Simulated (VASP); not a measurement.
Input of a VASP 6.6.1 run:

Contents of POSCAR:

```
SnO2
1.0
    4.7380000000      0.0000000000      0.0000000000
    0.0000000000      4.7380000000      0.0000000000
    0.0000000000      0.0000000000      3.1865000000
Sn O
2 4
Direct
    0.5000000000      0.5000000000      0.5000000000
    0.0000000000      0.0000000000      0.0000000000
    0.8071000000      0.1929000000      0.5000000000
    0.6929000000      0.6929000000      0.0000000000
    0.1929000000      0.8071000000      0.5000000000
    0.3071000000      0.3071000000      0.0000000000
```

Contents of INCAR.step1:

```
PREC = Accurate
ENCUT = 600
EDIFF = 1E-6
ISMEAR = -1
SIGMA = 0.05
LREAL = F
LASPH = T
NELM = 100
ALGO = Fast
ISIF = 2
LWAVE = F
LCHARG = T
GGA = PE
```

Contents of KPOINTS.step1:

```
regular mesh
0
Gamma
  6 6 8
```

File INCAR.step2:

```
PREC = Accurate
ENCUT = 600
EDIFF = 1E-6
ISMEAR = 0
SIGMA = 0.05
LREAL = F
LASPH = T
NELM = 100
ALGO = Fast
ISIF = 2
LWAVE = F
LCHARG = F
GGA = PE
ICHARG = 11
```

File KPOINTS.step2:

```
path GXMGZRAZ,XR,MA
20
line-mode
reciprocal
 0.0000000000  0.0000000000  0.0000000000  G
 0.0000000000  0.5000000000  0.0000000000  X

 0.0000000000  0.5000000000  0.0000000000  X
 0.5000000000  0.5000000000  0.0000000000  M

 0.5000000000  0.5000000000  0.0000000000  M
 0.0000000000  0.0000000000  0.0000000000  G

 0.0000000000  0.0000000000  0.0000000000  G
 0.0000000000  0.0000000000  0.5000000000  Z

 0.0000000000  0.0000000000  0.5000000000  Z
 0.0000000000  0.5000000000  0.5000000000  R

 0.0000000000  0.5000000000  0.5000000000  R
 0.5000000000  0.5000000000  0.5000000000  A

 0.5000000000  0.5000000000  0.5000000000  A
 0.0000000000  0.0000000000  0.5000000000  Z

 0.0000000000  0.5000000000  0.0000000000  X
 0.0000000000  0.5000000000  0.5000000000  R

 0.5000000000  0.5000000000  0.0000000000  M
 0.5000000000  0.5000000000  0.5000000000  A
```

Potentials or basis: VASP PAW PBE potentials, release 64 (Sn_d_GW, O_GW).

Run with:

```console
$ cat potpaw_PBE.64/Sn_d_GW/POTCAR potpaw_PBE.64/O_GW/POTCAR > POTCAR
$ cp INCAR.step1 INCAR
$ cp KPOINTS.step1 KPOINTS
$ mpirun -np 1 vasp_std > vasp.out
$ cp INCAR.step2 INCAR
$ cp KPOINTS.step2 KPOINTS
$ mpirun -np 1 vasp_std > vasp.out
```

Task: Estimate the band gap along the path.

Result: 1.27 eV, direct.

Task: Estimate the band gap on the k mesh.

Result: 1.27 eV, direct.

Levels at the corners of the path, in eV from the valence-band top:
| point | band 24 | band 25 | band 26 | band 27 | band 28 | band 29 |
| --- | --- | --- | --- | --- | --- | --- |
| Γ | -0.78 | -0.78 | 0.00 | 1.27 | 6.15 | 6.35 |
| X | -1.19 | -0.64 | -0.64 | 4.44 | 4.44 | 7.10 |
| X | -1.19 | -0.64 | -0.64 | 4.44 | 4.44 | 7.10 |
| M | -1.31 | -0.90 | -0.90 | 4.83 | 4.83 | 7.53 |
| M | -1.31 | -0.90 | -0.90 | 4.83 | 4.83 | 7.53 |
| Γ | -0.78 | -0.78 | 0.00 | 1.27 | 6.15 | 6.35 |
| Γ | -0.78 | -0.78 | 0.00 | 1.27 | 6.15 | 6.35 |
| Z | -1.66 | -1.26 | -1.26 | 6.22 | 6.22 | 9.80 |
| Z | -1.66 | -1.26 | -1.26 | 6.22 | 6.22 | 9.79 |
| R | -1.10 | -0.70 | -0.70 | 6.50 | 6.50 | 8.07 |
| R | -1.10 | -0.70 | -0.70 | 6.50 | 6.50 | 8.07 |
| A | -0.97 | -0.84 | -0.84 | 4.92 | 4.92 | 8.89 |
| A | -0.97 | -0.84 | -0.84 | 4.92 | 4.92 | 8.90 |
| Z | -1.66 | -1.26 | -1.26 | 6.22 | 6.22 | 9.78 |
| X | -1.19 | -0.64 | -0.64 | 4.44 | 4.44 | 7.10 |
| R | -1.10 | -0.70 | -0.70 | 6.50 | 6.50 | 8.07 |
| M | -1.31 | -0.90 | -0.90 | 4.83 | 4.83 | 7.53 |
| A | -0.97 | -0.84 | -0.84 | 4.92 | 4.92 | 8.89 |

Caveat: the log is that of the step along the path at fixed density, whose energy, stress, charges and moments have no meaning; spin-orbit coupling is left out, which moves the levels of the heavy elements.
